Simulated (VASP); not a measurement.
# GaP (F-43m) in VASP: notebook, part 2 of 3

VASP 6.6.1.

### Step 3. G0W0 quasiparticle levels, PBE

Input file POSCAR:

```
GaP
1.0
    0.0000000000      2.7252500000      2.7252500000
    2.7252500000      0.0000000000      2.7252500000
    2.7252500000      2.7252500000      0.0000000000
Ga P
1 1
Direct
    0.0000000000      0.0000000000      0.0000000000
    0.7500000000      0.7500000000      0.7500000000
```

Input file INCAR.step1:

```
ALGO = Normal
EDIFF = 1E-8
ENCUT = 450
GGA = PE
ISMEAR = 0
LASPH = T
LCHARG = F
LREAL = F
LWAVE = T
NELM = 100
PREC = Accurate
SIGMA = 0.01
```

Input file INCAR.step2:

```
ALGO = Exact
EDIFF = 1E-8
ENCUT = 450
GGA = PE
ISMEAR = 0
ISTART = 1
LASPH = T
LCHARG = F
LOPTICS = T
LREAL = F
LWAVE = T
NBANDS = 57
NELM = 1
PREC = Accurate
SIGMA = 0.01
```

Input file INCAR.step3:

```
ALGO = EVGW0
EDIFF = 1E-8
ENCUT = 450
ENCUTGW = 200
GGA = PE
ISMEAR = 0
ISTART = 1
LASPH = T
LCHARG = F
LREAL = F
LWAVE = F
NBANDS = 57
NBANDSGW = 17
NELMGW = 1
NOMEGA = 48
PREC = Accurate
PRECFOCK = Fast
SIGMA = 0.01
```

Input file KPOINTS:

```
k-points
0
Gamma
  3 3 3
```

Potentials or basis: VASP PAW PBE potentials, release 64 (Ga_d_GW, P_GW).

Run with:

```sh
$ cat potpaw_PBE.64/Ga_d_GW/POTCAR potpaw_PBE.64/P_GW/POTCAR > POTCAR
$ cp INCAR.step1 INCAR
$ mpirun -np 1 vasp_std > vasp.out
$ cp INCAR.step2 INCAR
$ mpirun -np 1 vasp_std > vasp.out
$ cp INCAR.step3 INCAR
$ mpirun -np 1 vasp_std > vasp.out
```

OUTCAR:

```text
EDIFF = 1E-8
   ENCUT = 450
   ENCUTGW = 200
   GGA = PE
   ISMEAR = 0
   ISTART = 1
   LASPH = T
   LREAL = F
   NELMGW = 1
   PREC = Accurate
   PRECFOCK = Fast

 Found      4 irreducible k-points:

 Following reciprocal coordinates:
            Coordinates               Weight
  0.000000  0.000000  0.000000      1.000000
  0.333333  0.000000  0.000000      8.000000
  0.333333  0.333333  0.000000      6.000000
 -0.333333  0.333333  0.000000     12.000000
   k-points           NKPTS =      4   k-points in BZ     NKDIM =     27   number of bands    NBANDS=     57
   number of dos      NEDOS =    301   number of ions     NIONS =      2
   total plane-waves  NPLWV =  21952
   dimension x,y,z NGX =    28 NGY =   28 NGZ =   28
   dimension x,y,z NGXF=    56 NGYF=   56 NGZF=   56
   ions per type =               1   1
   NGX,Y,Z   is equivalent  to a cutoff of  12.08, 12.08, 12.08 a.u.
   NGXF,Y,Z  is equivalent  to a cutoff of  24.16, 24.16, 24.16 a.u.
 SYSTEM =  unknown system
   PREC   = accura    normal or accurate (medium, high low for compatibility)
   ISTART =      1    job   : 0-new  1-cont  2-samecut
   ICHARG =      0    charge: 1-file 2-atom 10-const
   ISPIN  =      1    spin polarized calculation?
   LNONCOLLINEAR =      F non collinear calculations
   LSORBIT =      F    spin-orbit coupling
   LASPH  =      T    aspherical Exc in radial PAW
   ENCUT  =  450.0 eV  33.07 Ry    5.75 a.u.   6.67  6.67  6.67*2*pi/ulx,y,z
   NELM   =     60;   NELMIN=  2; NELMDL=  0     # of ELM steps
   EDIFF  = 0.1E-07   stopping-criterion for ELM
   LREAL  =      F    real-space projection
   EDIFFG = 0.1E-06   stopping-criterion for IOM
   NSW    =      0    number of steps for IOM
   IBRION =     -1    ionic relax: 0-MD 1-quasi-New 2-CG
   NFREE  =      0    steps in history (QN), initial steepest desc. (CG)
   ISIF   =      0    stress and relaxation
   ISYM   =      3    0-nonsym 1-usesym 2-fastsym
   POTIM  = 0.5000    time-step for ionic-motion
   TEBEG  =    0.0;   TEEND  =   0.0 temperature during run
   PSTRESS=    0.0 pullay stress
   NELECT =      18.0000    total number of electrons
   NUPDOWN=      -1.0000    fix difference up-down
   EMIN   =  10.00;   EMAX   =-10.00  energy-range for DOS
   EFERMI =   0.00;   METHOD = LEGACY
   ISMEAR =     0;   SIGMA  =   0.01  broadening in eV -4-tet -1-fermi 0-gaus
   EFERMI_NEDOS =   21; number of points for ismear=-14 and -15
   IALGO  =     38    algorithm
   IMIX   =      4    mixing-type and parameters
     AMIX     =   0.40;   BMIX     =  1.00
     AMIX_MAG =   1.60;   BMIX_MAG =  1.00
  volume/ion in A,a.u.               =      20.24       136.59
  Fermi-wavevector in a.u.,A,eV,Ry     =   1.249538  2.361284 21.243377  1.561344
  Thomas-Fermi vector in A             =   2.383574
   LORBIT       =      0    0 simple, 1 ext, 2 COOP (PROOUT), +10 PAW based schemes
   GGA     = PE    functional components
   LHFCALC =     T    Hartree Fock is set to
   PRECFOCK=fast      Normal, Fast or Accurate (Low or Medium for compatibility)
   ENCUT4O =  -1.0   cutoff for four orbital integrals eV
   NKREDX  =     1    reduce k-point grid by
   NKREDY  =     1    reduce k-point grid by
   NKREDZ  =     1    reduce k-point grid by
   AEXX    =    1.0000 exact exchange contribution
   HFSCREEN=    0.0000 screening length (either q_TF or 0.3 A-1)
   HFSCREENC=   0.0000 screening length for correlation (either q_TF or 0.3 A-1)
   ENCUTFOCK=  -1.0 apply spherical cutoff to Coloumb kernel
   IVDW    =     0    specifies the selected vdW correction
   LEPSILON=     F    determine dielectric tensor
   LRPA    =     F    only Hartree local field effects (RPA)
   LRPAFORCE           =     F    calculate RPA forces
   ENCUTGW             = 200.0    cutoff for response function in eV
   ENCUTGWSOFT         = 160.0    soft cutoff for Coulomb kernel in GW response function in eV
   ENCUTLF             =  -1.0    cutoff for local field effects
   NELMGW              =     1    number of iterations in solving QP/BSE equation
   NELMHF              =     1    number of iterations in the inner HF iteration
   NKREDLFX            =     1    NKREDLFY  =   1   NKREDLFZ  =   1
 non-spin polarized calculation
 Gauss-broadening in eV      SIGMA  =   0.01
  energy-cutoff  :      450.00
  volume of cell :       40.48
 maximum number of plane-waves:       893
 NGX is ok and might be reduce to    28
  NGX = 16; NGY = 16; NGZ = 16
   NGX = 13   NGY = 13   NGZ = 13
 maximum number of plane-waves:       266

 QP shifts <psi_nk| G(iteration)W_0 |psi_nk>: iteration 1
 for sc-GW calculations column KS-energies equals QP-energies in previous step
 and V_xc(KS)=  KS-energies - (<T + V_ion + V_H > + <T+V_H+V_ion>^1  + <V_x>^1)

 k-point   1 :       0.0000    0.0000    0.0000
  band No.  KS-energies  QP-energies   sigma(KS)   V_xc(KS)     V^pw_x(r,r')   Z            occupation Imag(sigma)

      1     -10.1856     -12.3128     -24.7920     -21.6848     -35.0252       0.6846       2.0000       0.2439
      2     -10.1856     -12.3128     -24.7920     -21.6848     -35.0252       0.6846       2.0000       0.2439
      3     -10.1856     -12.3128     -24.7920     -21.6848     -35.0252       0.6846       2.0000       0.2439
      4     -10.0900     -12.2572     -24.9571     -21.8034     -35.1437       0.6872       2.0000       0.1958
      5     -10.0900     -12.2572     -24.9571     -21.8034     -35.1437       0.6872       2.0000       0.1958
      6      -8.0298      -8.4122     -11.8928     -11.3534     -18.6291       0.7088       2.0000       1.2257
[... 9 lines left out ...]
     16      14.1509      14.6661     -10.1483     -10.8284      -4.9889       0.7574       0.0000      -0.2620
     17      16.8528      16.8844      -8.1257      -8.1664      -2.3911       0.7760       0.0000      -0.5220

 k-point   2 :       0.3333    0.0000    0.0000
  band No.  KS-energies  QP-energies   sigma(KS)   V_xc(KS)     V^pw_x(r,r')   Z            occupation Imag(sigma)

      1     -10.2450     -12.3214     -24.4346     -21.4022     -34.6069       0.6847       2.0000       0.2767
      2     -10.1657     -12.3039     -24.8324     -21.7197     -35.0663       0.6869       2.0000       0.2412
      3     -10.1657     -12.3039     -24.8324     -21.7197     -35.0663       0.6869       2.0000       0.2412
      4     -10.0863     -12.2615     -24.9639     -21.8125     -35.1586       0.6902       2.0000       0.1954
      5     -10.0863     -12.2615     -24.9639     -21.8125     -35.1586       0.6902       2.0000       0.1954
      6      -6.7233      -7.0998     -12.4984     -11.9516     -18.9040       0.6884       2.0000       0.9415
[... 9 lines left out ...]
     16      14.1473      14.1985      -8.0872      -8.1523      -2.6893       0.7861       0.0000      -0.3706
     17      19.2487      19.5327      -9.3276      -9.7041      -3.0812       0.7543       0.0000      -0.7348

 k-point   3 :       0.3333    0.3333    0.0000
  band No.  KS-energies  QP-energies   sigma(KS)   V_xc(KS)     V^pw_x(r,r')   Z            occupation Imag(sigma)

      1     -10.2750     -12.3316     -24.3928     -21.3729     -34.5687       0.6810       2.0000       0.2796
      2     -10.1381     -12.2944     -24.9018     -21.7803     -35.1478       0.6908       2.0000       0.2394
      3     -10.1381     -12.2944     -24.9018     -21.7803     -35.1478       0.6908       2.0000       0.2394
      4     -10.1154     -12.2636     -24.8699     -21.7285     -35.0419       0.6838       2.0000       0.1986
      5     -10.0739     -12.2604     -24.9868     -21.8339     -35.1855       0.6935       2.0000       0.1909
      6      -6.2578      -6.6366     -12.5618     -12.0132     -18.7791       0.6905       2.0000       0.8631
[... 9 lines left out ...]
     16      18.8867      19.1583      -9.0357      -9.3929      -2.9341       0.7600       0.0000      -0.6798
     17      19.8687      20.3433     -10.3812     -11.0084      -3.9445       0.7566       0.0000      -0.9332

 k-point   4 :      -0.3333    0.3333    0.0000
  band No.  KS-energies  QP-energies   sigma(KS)   V_xc(KS)     V^pw_x(r,r')   Z            occupation Imag(sigma)

      1     -10.2740     -12.3276     -24.3529     -21.3469     -34.5252       0.6832       2.0000       0.2869
      2     -10.1481     -12.3005     -24.8688     -21.7436     -35.0963       0.6887       2.0000       0.2350
      3     -10.1367     -12.2956     -24.9020     -21.7837     -35.1500       0.6923       2.0000       0.2394
      4     -10.1005     -12.2615     -24.9214     -21.7748     -35.1096       0.6867       2.0000       0.1973
      5     -10.0831     -12.2641     -24.9629     -21.8126     -35.1573       0.6923       2.0000       0.1922
      6      -5.2807      -5.6765     -13.2090     -12.6405     -19.1782       0.6962       2.0000       0.7315
[... 9 lines left out ...]
     16      19.4742      19.6884      -8.9137      -9.1973      -2.7823       0.7551       0.0000      -0.6819
     17      20.2154      20.6649     -10.0426     -10.6356      -3.3956       0.7581       0.0000      -0.9373
```

It took 34 s on 1 thread of Intel Xeon Platinum 8375C at 2.90GHz (Ice Lake), shared host; peak memory 0.26 GiB.

These settings aren't checked as converged: the numbers below hold their error.

What came out:

| Property | Result |
| --- | --- |
| Band gap on the k mesh, mean-field level | 1.70 eV, indirect (least direct gap 1.80 eV) |
| Quasiparticle gap | 2.23 eV |
| Least direct quasiparticle gap | 2.72 eV |

Caveat: the k mesh is coarse (spacing up to 0.67 Å⁻¹), so the values aren't converged; bands, screening cutoff and mesh are small and nothing is extrapolated, so the quasiparticle values aren't converged; an odd mesh through Γ misses points on the zone boundary, where band edges often lie.

### Step 4. G0W0 quasiparticle levels, PBE

POSCAR is that of step 3.

INCAR.step1 is that of step 3.

INCAR.step2 is that of step 3.

INCAR.step3, as its differences from that of step 3:

```diff
@@ -3,3 +3,3 @@
 ENCUT = 450
-ENCUTGW = 200
+ENCUTGW = 260
 GGA = PE
```

KPOINTS is that of step 3.

Potentials or basis: VASP PAW PBE potentials, release 64 (Ga_d_GW, P_GW).

Run with:

```sh
$ cat potpaw_PBE.64/Ga_d_GW/POTCAR potpaw_PBE.64/P_GW/POTCAR > POTCAR
$ cp INCAR.step1 INCAR
$ mpirun -np 1 vasp_std > vasp.out
$ cp INCAR.step2 INCAR
$ mpirun -np 1 vasp_std > vasp.out
$ cp INCAR.step3 INCAR
$ mpirun -np 1 vasp_std > vasp.out
```

OUTCAR:

```text
EDIFF = 1E-8
   ENCUT = 450
   ENCUTGW = 260
   GGA = PE
   ISMEAR = 0
   ISTART = 1
   LASPH = T
   LREAL = F
   NELMGW = 1
   PREC = Accurate
   PRECFOCK = Fast

 Found      4 irreducible k-points:

 Following reciprocal coordinates:
            Coordinates               Weight
  0.000000  0.000000  0.000000      1.000000
  0.333333  0.000000  0.000000      8.000000
  0.333333  0.333333  0.000000      6.000000
 -0.333333  0.333333  0.000000     12.000000
   k-points           NKPTS =      4   k-points in BZ     NKDIM =     27   number of bands    NBANDS=     57
   number of dos      NEDOS =    301   number of ions     NIONS =      2
   total plane-waves  NPLWV =  21952
   dimension x,y,z NGX =    28 NGY =   28 NGZ =   28
   dimension x,y,z NGXF=    56 NGYF=   56 NGZF=   56
   ions per type =               1   1
   NGX,Y,Z   is equivalent  to a cutoff of  12.08, 12.08, 12.08 a.u.
   NGXF,Y,Z  is equivalent  to a cutoff of  24.16, 24.16, 24.16 a.u.
 SYSTEM =  unknown system
   PREC   = accura    normal or accurate (medium, high low for compatibility)
   ISTART =      1    job   : 0-new  1-cont  2-samecut
   ICHARG =      0    charge: 1-file 2-atom 10-const
   ISPIN  =      1    spin polarized calculation?
   LNONCOLLINEAR =      F non collinear calculations
   LSORBIT =      F    spin-orbit coupling
   LASPH  =      T    aspherical Exc in radial PAW
   ENCUT  =  450.0 eV  33.07 Ry    5.75 a.u.   6.67  6.67  6.67*2*pi/ulx,y,z
   NELM   =     60;   NELMIN=  2; NELMDL=  0     # of ELM steps
   EDIFF  = 0.1E-07   stopping-criterion for ELM
   LREAL  =      F    real-space projection
   EDIFFG = 0.1E-06   stopping-criterion for IOM
   NSW    =      0    number of steps for IOM
   IBRION =     -1    ionic relax: 0-MD 1-quasi-New 2-CG
   NFREE  =      0    steps in history (QN), initial steepest desc. (CG)
   ISIF   =      0    stress and relaxation
   ISYM   =      3    0-nonsym 1-usesym 2-fastsym
   POTIM  = 0.5000    time-step for ionic-motion
   TEBEG  =    0.0;   TEEND  =   0.0 temperature during run
   PSTRESS=    0.0 pullay stress
   NELECT =      18.0000    total number of electrons
   NUPDOWN=      -1.0000    fix difference up-down
   EMIN   =  10.00;   EMAX   =-10.00  energy-range for DOS
   EFERMI =   0.00;   METHOD = LEGACY
   ISMEAR =     0;   SIGMA  =   0.01  broadening in eV -4-tet -1-fermi 0-gaus
   EFERMI_NEDOS =   21; number of points for ismear=-14 and -15
   IALGO  =     38    algorithm
   IMIX   =      4    mixing-type and parameters
     AMIX     =   0.40;   BMIX     =  1.00
     AMIX_MAG =   1.60;   BMIX_MAG =  1.00
  volume/ion in A,a.u.               =      20.24       136.59
  Fermi-wavevector in a.u.,A,eV,Ry     =   1.249538  2.361284 21.243377  1.561344
  Thomas-Fermi vector in A             =   2.383574
   LORBIT       =      0    0 simple, 1 ext, 2 COOP (PROOUT), +10 PAW based schemes
   GGA     = PE    functional components
   LHFCALC =     T    Hartree Fock is set to
   PRECFOCK=fast      Normal, Fast or Accurate (Low or Medium for compatibility)
   ENCUT4O =  -1.0   cutoff for four orbital integrals eV
   NKREDX  =     1    reduce k-point grid by
   NKREDY  =     1    reduce k-point grid by
   NKREDZ  =     1    reduce k-point grid by
   AEXX    =    1.0000 exact exchange contribution
   HFSCREEN=    0.0000 screening length (either q_TF or 0.3 A-1)
   HFSCREENC=   0.0000 screening length for correlation (either q_TF or 0.3 A-1)
   ENCUTFOCK=  -1.0 apply spherical cutoff to Coloumb kernel
   IVDW    =     0    specifies the selected vdW correction
   LEPSILON=     F    determine dielectric tensor
   LRPA    =     F    only Hartree local field effects (RPA)
   LRPAFORCE           =     F    calculate RPA forces
   ENCUTGW             = 260.0    cutoff for response function in eV
   ENCUTGWSOFT         = 208.0    soft cutoff for Coulomb kernel in GW response function in eV
   ENCUTLF             =  -1.0    cutoff for local field effects
   NELMGW              =     1    number of iterations in solving QP/BSE equation
   NELMHF              =     1    number of iterations in the inner HF iteration
   NKREDLFX            =     1    NKREDLFY  =   1   NKREDLFZ  =   1
 non-spin polarized calculation
 Gauss-broadening in eV      SIGMA  =   0.01
  energy-cutoff  :      450.00
  volume of cell :       40.48
 maximum number of plane-waves:       893
 NGX is ok and might be reduce to    28
  NGX = 16; NGY = 16; NGZ = 16
   NGX = 13   NGY = 13   NGZ = 13
 maximum number of plane-waves:       389

 QP shifts <psi_nk| G(iteration)W_0 |psi_nk>: iteration 1
 for sc-GW calculations column KS-energies equals QP-energies in previous step
 and V_xc(KS)=  KS-energies - (<T + V_ion + V_H > + <T+V_H+V_ion>^1  + <V_x>^1)

 k-point   1 :       0.0000    0.0000    0.0000
  band No.  KS-energies  QP-energies   sigma(KS)   V_xc(KS)     V^pw_x(r,r')   Z            occupation Imag(sigma)

      1     -10.1856     -12.2338     -24.6751     -21.6848     -35.0252       0.6849       2.0000       0.2361
      2     -10.1856     -12.2338     -24.6751     -21.6848     -35.0252       0.6849       2.0000       0.2361
      3     -10.1856     -12.2338     -24.6751     -21.6848     -35.0252       0.6849       2.0000       0.2361
      4     -10.0900     -12.1821     -24.8454     -21.8034     -35.1437       0.6877       2.0000       0.1871
      5     -10.0900     -12.1821     -24.8454     -21.8034     -35.1437       0.6877       2.0000       0.1871
      6      -8.0298      -8.4133     -11.8944     -11.3534     -18.6291       0.7088       2.0000       1.2257
[... 9 lines left out ...]
     16      14.1509      14.6706     -10.1422     -10.8284      -4.9889       0.7574       0.0000      -0.2617
     17      16.8528      16.8862      -8.1234      -8.1664      -2.3911       0.7760       0.0000      -0.5220

 k-point   2 :       0.3333    0.0000    0.0000
  band No.  KS-energies  QP-energies   sigma(KS)   V_xc(KS)     V^pw_x(r,r')   Z            occupation Imag(sigma)

      1     -10.2450     -12.2448     -24.3215     -21.4022     -34.6069       0.6850       2.0000       0.2688
      2     -10.1657     -12.2248     -24.7157     -21.7197     -35.0663       0.6873       2.0000       0.2332
      3     -10.1657     -12.2248     -24.7157     -21.7197     -35.0663       0.6873       2.0000       0.2332
      4     -10.0863     -12.1860     -24.8520     -21.8125     -35.1586       0.6908       2.0000       0.1867
      5     -10.0863     -12.1860     -24.8520     -21.8125     -35.1586       0.6908       2.0000       0.1867
      6      -6.7233      -7.0978     -12.4956     -11.9516     -18.9040       0.6884       2.0000       0.9413
[... 9 lines left out ...]
     16      14.1473      14.1988      -8.0867      -8.1523      -2.6893       0.7861       0.0000      -0.3706
     17      19.2487      19.5327      -9.3277      -9.7041      -3.0812       0.7544       0.0000      -0.7348

 k-point   3 :       0.3333    0.3333    0.0000
  band No.  KS-energies  QP-energies   sigma(KS)   V_xc(KS)     V^pw_x(r,r')   Z            occupation Imag(sigma)

      1     -10.2750     -12.2557     -24.2801     -21.3729     -34.5687       0.6813       2.0000       0.2718
      2     -10.1381     -12.2142     -24.7843     -21.7803     -35.1478       0.6911       2.0000       0.2313
      3     -10.1381     -12.2142     -24.7843     -21.7803     -35.1478       0.6911       2.0000       0.2313
      4     -10.1154     -12.1896     -24.7591     -21.7285     -35.0419       0.6844       2.0000       0.1900
      5     -10.0739     -12.1849     -24.8752     -21.8339     -35.1855       0.6941       2.0000       0.1822
      6      -6.2578      -6.6346     -12.5590     -12.0132     -18.7791       0.6905       2.0000       0.8629
[... 9 lines left out ...]
     16      18.8867      19.1583      -9.0356      -9.3929      -2.9341       0.7602       0.0000      -0.6798
     17      19.8687      20.3463     -10.3772     -11.0084      -3.9445       0.7566       0.0000      -0.9333

 k-point   4 :      -0.3333    0.3333    0.0000
  band No.  KS-energies  QP-energies   sigma(KS)   V_xc(KS)     V^pw_x(r,r')   Z            occupation Imag(sigma)

      1     -10.2740     -12.2519     -24.2409     -21.3469     -34.5252       0.6835       2.0000       0.2790
      2     -10.1481     -12.2213     -24.7522     -21.7436     -35.0963       0.6891       2.0000       0.2270
      3     -10.1367     -12.2153     -24.7846     -21.7837     -35.1500       0.6927       2.0000       0.2312
      4     -10.1005     -12.1863     -24.8096     -21.7748     -35.1096       0.6873       2.0000       0.1888
      5     -10.0831     -12.1888     -24.8514     -21.8126     -35.1573       0.6929       2.0000       0.1836
      6      -5.2807      -5.6727     -13.2034     -12.6405     -19.1782       0.6962       2.0000       0.7312
[... 9 lines left out ...]
     16      19.4742      19.6876      -8.9147      -9.1973      -2.7823       0.7551       0.0000      -0.6820
     17      20.2154      20.6638     -10.0441     -10.6356      -3.3956       0.7581       0.0000      -0.9376
```

Wall time 45 s (1 thread of Intel Xeon Platinum 8375C at 2.90GHz (Ice Lake), shared host); peak memory 0.39 GiB.

These settings aren't checked as converged: the numbers below hold their error.

What came out:

- Band gap on the k mesh, mean-field level: 1.70 eV, indirect (least direct gap 1.80 eV)
- Quasiparticle gap: 2.23 eV
- Least direct quasiparticle gap: 2.72 eV

Caveat: the k mesh is coarse (spacing up to 0.67 Å⁻¹), so the values aren't converged; bands, screening cutoff and mesh are small and nothing is extrapolated, so the quasiparticle values aren't converged; an odd mesh through Γ misses points on the zone boundary, where band edges often lie.

(Continued in part 3 of 3.)
